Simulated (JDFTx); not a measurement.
# Ta in JDFTx: convergence with rho ratio

Input of the first run (rho ratio 4); the others differ in this setting and in those tied to it:

Ta.in

```
lattice \
   -3.1204669551     3.1204669551     3.1204669551 \
    3.1204669551    -3.1204669551     3.1204669551 \
    3.1204669551     3.1204669551    -3.1204669551
coords-type Cartesian
ion Ta     0.0000000000     0.0000000000     0.0000000000 1

ion-species pseudo/Ta.upf
elec-cutoff 37
elec-ex-corr gga-PBE
kpoint-folding 11 11 11
elec-smearing Fermi 0.0018374661
elec-n-bands 20
electronic-SCF nIterations 100 energyDiffThreshold 1e-09
electronic-minimize nIterations 30 energyDiffThreshold 1e-7
forces-output-coords Cartesian

dump-name run.$VAR
dump End Ecomponents EigStats BandEigs Kpoints Forces Stress
```

Potentials or basis: Ansatz-NC-SR-PBE.

Run with:

```console
$ jdftx -c 1 -i Ta.in -o Ta.out
```

Hardware: 1 thread of Arm Neoverse V1, on a shared host.

Problem. The values tried are 4, 5, 6, 8, 10, loosest first. From which on does the energy stay within 1 meV/atom of the tightest run that finished?

Solution. From 8 on.

| rho ratio | energy less the tightest run, at zero smearing (meV/atom) | pressure (GPa) | SCF cycles | CPU time (s) | peak memory (GiB) |
| --- | --- | --- | --- | --- | --- |
| 4 | -242.44 | 38.81 | 10 | 35 | 0.09 |
| 5 | 601.81 | -78.44 | 10 | 36 | 0.1 |
| 6 | 339.28 | 10.89 | 10 | 37 | 0.1 |
| 8 | 0.00 | 13.15 | 10 | 39 | 0.1 |
| 10 | 0.00 | 13.15 | 10 | 38 | 0.1 |

Against the tightest run, the pressure stays within 0.1 GPa from 8 on. The tightest run that finished is the yardstick and may itself not be fully converged.

Spin-orbit coupling is left out, which matters for the levels of Ta.
